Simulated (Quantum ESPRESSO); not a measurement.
Bi and the effect of spin-orbit coupling

```yaml
crystal:
  lattice:
    - [2.26750, 1.30914, 3.93800]
    - [-2.26750, 1.30914, 3.93800]
    - [0.00000, -2.61828, 3.93800]
  atoms:
    - { symbol: Bi, position: [0.76600, 0.76600, 0.76600] }
    - { symbol: Bi, position: [0.23400, 0.23400, 0.23400] }
```

Kept alike: task band structure; functional PBEsol; k mesh 7 × 7 × 7; occupations fermi-dirac, width 0.05 eV. Program: Quantum ESPRESSO, potentials by row: PseudoDojo 0.4.1 SR PBEsol standard (off); PseudoDojo 0.4 FR PBEsol standard (on), cutoff 898 eV. The mesh is that of the run's cell of 2 atoms.

| spin-orbit coupling | pressure (GPa) |
| --- | --- |
| off | -0.34 |
| on | 0.79 |

Pressure is positive in compression; the values hold the error of the finite cutoff, so their zero can differ a little from the energy's minimum. For a metal such a mesh leaves the last digits unconverged.

Task: What does spin-orbit coupling change here?

Result: The pressure runs from -0.34 (off) to 0.79 GPa (on).

At this fixed geometry, the run with spin-orbit coupling gives the higher pressure, moving from -0.34 to 0.79 GPa. The cell therefore favours a somewhat larger volume than in the scalar-relativistic run. Bismuth is a soft solid, so even a modest change in stress can correspond to a noticeable change in volume.

A plausible cause lies in the 6p shell, which provides most of the bonding. Spin-orbit coupling splits it into j = 1/2 and j = 3/2 states and mixes the directional p orbitals that form the short bonds within each bilayer. This works against optimal σ overlap and can weaken the cohesion that pulls the atoms together. However, the scalar and fully relativistic potentials are also separately constructed, and the two rows cannot separate a difference between them from the effect of the coupling itself.

Pressure alone does not show whether the expansion would mainly lengthen the bonds within the bilayers or widen the gaps between them.
